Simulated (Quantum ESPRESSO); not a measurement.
Here is a Quantum ESPRESSO 7.5 calculation.

The input pw.in:

```
&CONTROL
  calculation = 'scf'
  prefix = 'pwscf'
  outdir = './tmp'
  pseudo_dir = './pseudo'
  tprnfor = .true.
  tstress = .true.
  disk_io = 'low'
/
&SYSTEM
  ibrav = 0
  nat = 2
  ntyp = 2
  ecutwfc = 55
  ecutrho = 440
  nbnd = 16
  occupations = 'smearing'
  smearing = 'fd'
  degauss = 0.00367493
/
&ELECTRONS
  conv_thr = 4d-10
  electron_maxstep = 120
  mixing_beta = 0.5
/
ATOMIC_SPECIES
Pb   207.2000 Pb.pbe-dn-kjpaw_psl.0.2.2.UPF
S     32.0600 s_pbe_v1.4.uspp.F.UPF
CELL_PARAMETERS angstrom
   3.6536590000    0.0000000000    0.0000000000
   0.0000000000    3.6536590000    0.0000000000
   0.0000000000    0.0000000000    3.6536590000
ATOMIC_POSITIONS crystal
Pb     0.0000000000    0.0000000000    0.0000000000
S      0.5000000000    0.5000000000    0.5000000000
K_POINTS automatic
7 7 7 0 0 0
```

Contents of pp_density.in:

```
&INPUTPP
  prefix = 'pwscf'
  outdir = './tmp'
  filplot = 'density.dat'
  plot_num = 0
/
&PLOT
  nfile = 1
  filepp(1) = 'density.dat'
  iflag = 3
  output_format = 6
  fileout = 'density.cube'
/
```

The input pp_potential.in:

```
&INPUTPP
  prefix = 'pwscf'
  outdir = './tmp'
  filplot = 'potential.dat'
  plot_num = 11
/
&PLOT
  nfile = 1
  filepp(1) = 'potential.dat'
  iflag = 3
  output_format = 6
  fileout = 'potential.cube'
/
```

Potentials or basis: SSSP 1.3 efficiency PBE.

The run is started by

```sh
$ OMP_NUM_THREADS=1 pw.x -in pw.in > pw.out
$ OMP_NUM_THREADS=1 pp.x -in pp_density.in > pp_density.out
$ OMP_NUM_THREADS=1 pp.x -in pp_potential.in > pp_potential.out
```

Question: What does it give for the pressure?

Answer: 0.0 GPa.

The run has no spin-orbit coupling, so splittings on Pb are missing.
